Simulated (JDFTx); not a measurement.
**SnTe: equation of state with PBEsol**

The system is SnTe.

```xyz
2
Lattice="0.0000 3.1509 3.1509 3.1509 0.0000 3.1509 3.1509 3.1509 0.0000" Properties=species:S:1:pos:R:3 pbc="T T T"
Te    3.1509    3.1509    3.1509
Sn    0.0000    0.0000    0.0000
```

```yaml
Program: JDFTx 1.7.0 (patched build)
Task: equation of state
Functional: PBEsol
Potentials_or_basis: PseudoDojo-SR-PBEsol-0.4.1-standard with smoothed tails
Cutoff: 1088 eV
Density_cutoff: 8708 eV
k_mesh: 7 × 7 × 7
Occupations: fermi-dirac, width 0.05 eV
Spin: no spin polarisation
Local_potential_set_to_-Z/r_beyond: 6 bohr
Bands: 22
Density_cutoff_over_wavefunction_cutoff: 8
Max_SCF_steps: 100
SCF_threshold_on_the_energy: 1e-09 Ha
Solver_of_the_electrons: scf
```

The equilibrium volume is 31.08 Å³/atom and the bulk modulus is 47 GPa. The pressure derivative of the bulk modulus is 4.5.

Energy against volume, from the lowest point:
| volume (Å³/atom) | energy (meV/atom) |
| --- | --- |
| 29.404 | 14.37 |
| 30.030 | 5.29 |
| 30.656 | 0.65 |
| 31.281 | 0.00 |
| 31.907 | 2.89 |
| 32.532 | 8.99 |
| 33.158 | 17.95 |

 The run has no spin-orbit coupling, so splittings on Te are missing.
